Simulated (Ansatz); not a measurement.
AsH3 on a (101) slab of HfO₂ (P4_2/nmc (No. 137)), 10 planes, outer planes O (top) and O (bottom), 1 a cell of 45.4 Å², relaxed and still whole (its atoms last):

```yaml
crystal:
  lattice:
    - [7.17473, 0.00000, 0.00000]
    - [0.00000, 6.32742, 0.00000]
    - [0.00000, 0.00000, 24.97479]
  atoms:
    - { symbol: O, position: [0.25000, 0.52675, 0.32032] }
    - { symbol: O, position: [0.75000, 0.52675, 0.32032] }
    - { symbol: O, position: [0.00000, 0.95541, 0.33276] }
    - { symbol: O, position: [0.50000, 0.95541, 0.33276] }
    - { symbol: Hf, position: [0.25000, 0.82144, 0.35612] }
    - { symbol: Hf, position: [0.75000, 0.82144, 0.35612] }
    - { symbol: Hf, position: [0.00000, 0.32144, 0.35612] }
    - { symbol: Hf, position: [0.50000, 0.32144, 0.35612] }
    - { symbol: O, position: [0.25000, 0.18747, 0.37948] }
    - { symbol: O, position: [0.75000, 0.18747, 0.37948] }
    - { symbol: O, position: [0.00000, 0.61613, 0.39192] }
    - { symbol: O, position: [0.50000, 0.61613, 0.39192] }
    - { symbol: O, position: [0.25183, 0.84338, 0.43791] }
    - { symbol: O, position: [0.74869, 0.84337, 0.43791] }
    - { symbol: O, position: [0.99987, 0.27232, 0.44188] }
    - { symbol: O, position: [0.49989, 0.27925, 0.44308] }
    - { symbol: Hf, position: [0.24953, 0.14694, 0.46822] }
    - { symbol: Hf, position: [0.74961, 0.14692, 0.46821] }
    - { symbol: Hf, position: [0.00009, 0.66014, 0.47304] }
    - { symbol: Hf, position: [0.50001, 0.65951, 0.47456] }
    - { symbol: O, position: [0.24467, 0.49605, 0.49693] }
    - { symbol: O, position: [0.75546, 0.49608, 0.49694] }
    - { symbol: O, position: [0.00064, 0.95976, 0.50706] }
    - { symbol: O, position: [0.50060, 0.96504, 0.50668] }
    - { symbol: As, position: [0.50232, 0.63283, 0.59668] }
    - { symbol: H, position: [0.50634, 0.43888, 0.63333] }
    - { symbol: H, position: [0.65978, 0.74520, 0.62614] }
    - { symbol: H, position: [0.34777, 0.74278, 0.62803] }
```

Method: DFT PBE+D3(BJ), scalar-relativistic, plane waves, PAW (Ansatz 0.2.0). Plane waves to 420 eV, a k mesh through Γ of 2×3×1 on the computed 28-atom cell and Gaussian smearing (0.05 eV); no spin polarisation. A dipole correction removes the field between periodic images along c.

It binds with 0.41 eV a molecule against the clean slab and the free molecule (no zero-point or thermal terms); its shortest contact is As–Hf 3.05 Å. Take first-order desorption with no barrier to adsorption, no reaction on the face and an assumed prefactor of 10^13 s⁻¹.

Question: How long does a molecule stay at 473 K?

Answer: τ = ν⁻¹·exp(E/k_BT) with k_BT = 0.0408 eV: E/k_BT = 10.1, so τ ≈ 2×10^-9 s. At about one hit a site a second (10⁻⁶ mbar) the coverage is near τ × 1 s⁻¹, so a layer needs roughly 4×10^2 mbar.

Question: Where does its peak lie in a desorption experiment heated at 5 K/s?

Answer: The peak obeys E/(k_B·T_p²) = (ν/β)·exp(−E/k_BT_p). Solving gives T_p ≈ 159 K (E/k_BT_p = 30.0). An error of 0.1 eV in E moves it by about 39 K, and larger molecules have larger prefactors, which lowers it.

Question: Is this physisorption or chemisorption?

Answer: The tightest contact, As–Hf 3.05 Å, is 1.04 times the sum of covalent radii, and deformation and lateral interaction add up to +0.05 eV. This is chemisorption.

The reference crystal is a form of HfO2, which isn't its usual structure.